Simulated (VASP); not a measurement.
# EuO: single point with PBE

**Experimental background.**

A printed reference work, monograph reports, for a bulk crystal of EuO at 300 K: band gap 1.115 eV (optical).

Crystal: EuO.

```
Eu O
1.0
     0.00000    2.53030    2.53030
     2.53030    0.00000    2.53030
     2.53030    2.53030    0.00000
Eu O
1 1
Direct
  0.00000 0.00000 0.00000
  0.50000 0.50000 0.50000
```

```json
{"Program": "VASP 6.6.1", "Task": "single point", "Functional": "PBE", "Potentials or basis": "VASP PAW PBE potentials, release 64 (Eu, O)", "Cutoff": "600 eV", "k mesh": "12 × 12 × 12", "Occupations": "gaussian, width 0.05 eV", "Spin": "collinear spin, ferromagnetic start", "Starting moments": "[7.26, 0.0] μB", "Dipole correction": "no", "Further INCAR settings": "ALGO = Normal; EDIFF = 1e-06; NBANDS = 22"}
```

- Pressure: -0.2 GPa
- Net moment: 6.95 μB per cell
- Site moments: Eu +6.58; O -0.10 μB
- Valence electrons inside the program's atomic spheres: Eu 14.83; O 4.96

Levels at points of the mesh, in eV from the Fermi level:
Spin up:
```tsv
k point	band 11	band 12	band 13	band 14	band 15	band 16	band 17	band 18	band 19	band 20
(0.00, 0.00, 0.00)	-0.25	-0.25	-0.20	0.09	0.09	0.09	1.60	1.60	1.60	3.95
(0.50, 0.00, 0.00)	-0.52	-0.29	-0.29	-0.28	-0.24	2.31	4.50	4.50	5.02	7.98
(0.50, 0.50, 0.00)	-0.41	-0.38	-0.38	-0.30	-0.03	-0.03	3.64	5.92	6.85	6.85
```
Spin down:
| k point | band 4 | band 5 | band 6 | band 7 | band 8 | band 9 | band 10 | band 11 | band 12 | band 13 |
| --- | --- | --- | --- | --- | --- | --- | --- | --- | --- | --- |
| (0.00, 0.00, 0.00) | -17.55 | -17.55 | -3.93 | -3.93 | -3.93 | 0.92 | 2.72 | 2.72 | 2.72 | 3.62 |
| (0.50, 0.00, 0.00) | -17.66 | -16.30 | -5.99 | -5.07 | -5.07 | 3.15 | 3.67 | 4.11 | 4.11 | 4.52 |
| (0.50, 0.50, 0.00) | -18.04 | -18.04 | -3.85 | -3.83 | -3.83 | -0.37 | 4.15 | 4.23 | 4.37 | 4.37 |

It took 3.7 min on 1 thread of Intel(R) Xeon(R) Platinum 8488C (Sapphire Rapids), with other jobs on the host, peak memory 0.28 GiB.

Against the measured gap of EuO, 1.115 eV (optical; 300 K; a printed reference work, monograph), the calculated 0.00 eV is off by -1.11 eV. So large a miss can be the level of theory's own, or it may mean another phase, state or a wrong row. Spin-orbit coupling on Eu is left out. The value is that of PBE on a finite k mesh, which can miss the band edges, without temperature or zero-point motion. Semilocal functionals fall short of measured gaps as a rule. The run's magnetic order (collinear spin, ferromagnetic start) needn't be the measured crystal's.

Caveat: spin-orbit coupling is left out, which moves the levels of the heavy elements; a cell with one magnetic atom can't hold antiferromagnetic order, which such compounds often take; semilocal functionals describe open f shells poorly, which spoils levels, moments and volumes. The state reached can hang on the start; a lower one may exist.
